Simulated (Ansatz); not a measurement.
Magnetic and orbital states of VN

The cell (2 atoms) is VN as a test cell of our own (not relaxed).

```yaml
crystal:
  lattice:
    - [0.00000, 2.06500, 2.06500]
    - [2.06500, 0.00000, 2.06500]
    - [2.06500, 2.06500, 0.00000]
  atoms:
    - { symbol: V, position: [0.00000, 0.00000, 0.00000] }
    - { symbol: N, position: [0.50000, 0.50000, 0.50000] }
```

Atoms are numbered from 1 in the order listed.

Method: Ansatz development build ahead of 0.2.0, DFT, r2SCAN, PAW (an earlier, harder data set), plane waves, scalar-relativistic.

- Plane-wave cutoff: 870 eV
- k-point mesh: 4×4×4 (shift 0.5 0.5 0.5)
- Occupations: Fermi–Dirac smearing, 0.1 eV

Moments by site are taken inside atomic spheres; the rest lies between them.

With one magnetic atom in the cell its copies can only be parallel; orders in a larger cell may lie lower.

The mesh is coarse, so energy differences (and at times their sign) aren't converged.

Plain SCF: the run stops at the first self-consistent solution. By default the program goes on after convergence only on a hint of a lower state. The standard and full searches may also try other magnetic orders and fillings, and need not reach the lowest state. With a search on, the program may also reshape the start on open shells.

| start | iterations | final moments of V1 (μB) | total (μB) | F − F(lowest) (meV/atom) |
| --- | --- | --- | --- | --- |
| default search for lower states [V1 2.00 μB] | 16 | 1.09 | 1.35 | 0.0 |
| full search for lower states [V1 2.00 μB] | 18 | 1.09 | 1.35 | 0.0 |
| plain SCF [V1 2.00 μB] | 18 | 1.09 | 1.35 | 0.0 |
| default search for lower states [spin off] | 8 | 0.00 | 0.00 | 0.9 |
| standard search for lower states [V1 2.00 μB] | 16 | 1.09 | 1.35 | 0.0 |

Distinct self-consistent solutions found: 2, from 5 converged runs. The lowest is spin-polarised, site moments V1 1.09 μB, total 1.35 μB per cell; it was reached by 4 starts. Switching spin polarisation off costs 0.9 meV/atom. The search isn't exhaustive: larger magnetic cells and non-collinear orders weren't tried. States within about 5 meV/atom are too close for this mesh, smearing and search to settle their order.
